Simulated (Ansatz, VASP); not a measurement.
**BN in VASP and in Ansatz**

```xyz
4
Lattice="2.5285 0.0000 0.0000 -1.2643 2.1898 0.0000 0.0000 0.0000 4.1816" Properties=species:S:1:pos:R:3 pbc="T T T"
B     0.0000    1.4598   -0.0008
B     1.2643    0.7299    2.0900
N     0.0000    1.4598    1.5648
N     1.2643    0.7299    3.6556
```

Alike in both runs: task single point; functional PBE; k mesh 9 × 9 × 6; no spin polarisation.

```csv
,VASP,Ansatz
version,VASP 6.6.1,Ansatz 0.2.0
potentials or method,"VASP PAW PBE potentials, release 64 (B, N)","scalar-relativistic, plane waves, PAW"
plane-wave cutoff (eV),520,420
occupations,"gaussian, width 0.01 eV",fixed
valence electrons in the cell,16,16
```

|  | VASP | Ansatz | Ansatz less VASP |
| --- | --- | --- | --- |
| gap on the k mesh at the Fermi level (eV) | 5.15 | 5.16 | +0.013 |
| least direct gap on the mesh (eV) | 8.37 | 8.38 | +0.003 |
| pressure (GPa) | 12.4 | 11.8 | -0.57 |
| largest component of the traceless stress (GPa) | 0.08 | 0.12 | +0.039 |

Caveats: an odd mesh through Γ misses points on the zone boundary, where band edges often lie. A hybrid or GW would open this gap; PBE tends to underestimate it.
